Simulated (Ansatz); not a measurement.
All numbers below come from DFT PBE, scalar-relativistic, plane waves, PAW in Ansatz. All cells share a 420 eV cutoff and Γ-centred k meshes spaced at most about 0.3 Å⁻¹ (2π included). No spin polarisation in the final relaxations.

These are static total energies at zero pressure.

Compare these two cells of MgO, each relaxed at this level.

A.

Space group P4/mmm (No. 123). a = 2.829 Å, b = 2.829 Å, c = 5.082 Å, α = 90.00°, β = 90.00°, γ = 90.00°
```csv
atom,site,symmetry,x,y,z
Mg,1c,4/mmm,0.5000,0.5000,0.0000
O,1a,4/mmm,0.0000,0.0000,0.0000
```

B.

Space group P3m1 (No. 156). a = 3.289 Å, b = 3.289 Å, c = 15.671 Å, α = 90.00°, β = 90.00°, γ = 120.00°
```json
{"atom": "Mg", "site": "1a", "symmetry": "3m.", "x": "0.0000", "y": "0.0000", "z": "0.6479"}
{"atom": "Mg", "site": "1a", "symmetry": "3m.", "x": "0.0000", "y": "0.0000", "z": "0.9792"}
{"atom": "Mg", "site": "1b", "symmetry": "3m.", "x": "0.3333", "y": "0.6667", "z": "0.8136"}
{"atom": "Mg", "site": "1b", "symmetry": "3m.", "x": "0.3333", "y": "0.6667", "z": "0.4817"}
{"atom": "Mg", "site": "1b", "symmetry": "3m.", "x": "0.3333", "y": "0.6667", "z": "0.1474"}
{"atom": "Mg", "site": "1c", "symmetry": "3m.", "x": "0.6667", "y": "0.3333", "z": "0.3136"}
{"atom": "O", "site": "1a", "symmetry": "3m.", "x": "0.0000", "y": "0.0000", "z": "0.8519"}
{"atom": "O", "site": "1a", "symmetry": "3m.", "x": "0.0000", "y": "0.0000", "z": "0.5206"}
{"atom": "O", "site": "1b", "symmetry": "3m.", "x": "0.3333", "y": "0.6667", "z": "0.0187"}
{"atom": "O", "site": "1b", "symmetry": "3m.", "x": "0.3333", "y": "0.6667", "z": "0.6862"}
{"atom": "O", "site": "1b", "symmetry": "3m.", "x": "0.3333", "y": "0.6667", "z": "0.3531"}
{"atom": "O", "site": "1c", "symmetry": "3m.", "x": "0.6667", "y": "0.3333", "z": "0.1862"}
```

Question: Which would you expect to be lower, and how large is the difference?

Answer: B is lower, by 0.32 eV/atom. A has space group P4/mmm (No. 123), 20.3 Å³/atom and a gap of 2.28 eV on its mesh; B has space group P3m1 (No. 156), 12.2 Å³/atom and a gap of 3.45 eV. In A, Mg has 4 O at 2.00 Å; O has 4 Mg at 2.00 Å. In B, around Mg on its first site lie 4 O at 1.99–2.00 Å; around Mg on its second site lie 4 O at 2.00 Å; O on its first site is surrounded by 4 Mg at 1.99–2.00 Å; 9 more sites not described. Origin: A was invented; B is a Materials Project cell, relaxed. A third cell relaxed alike, in P6_3/mmc (a Materials Project cell), lies 46 meV/atom below the lower of the two. The part of the Crystallography Open Database at hand lists MgO in space group No. 225, which no cell shown has.

Weakly bound directions are ill-defined at this level, which has no dispersion term (P4/mmm), and this can change margins and order among such cells. Kohn–Sham gaps at this level usually fall short of measured ones. Cells relaxed within their symmetry can be saddle points.

The preference for B comes from how the bonds are arranged, not from their number or length: both cells have four Mg–O contacts of about 2.00 Å. In A these lie in flat square sheets, which force neighbouring oxide ions to within 2.829 Å of each other, whereas the tetrahedral network of B spreads like ions further apart. For a strongly ionic oxide this means less repulsion between anions and a better Madelung energy. Stacking the sheets with like ions directly above one another gives A no compensating electrostatic attraction between layers, and its large volume is mostly the empty space between them. The smaller gap of A probably reflects the less favourable site potentials and the O 2p states pointing out of the sheet, which take little part in bonding.

B is still not the ground state, as the lower third cell already shows. The stable form of MgO under ambient conditions is rock salt, where sixfold coordination suits the ionic bonding better than either fourfold arrangement, so the comparison ranks only two unfavourable alternatives.
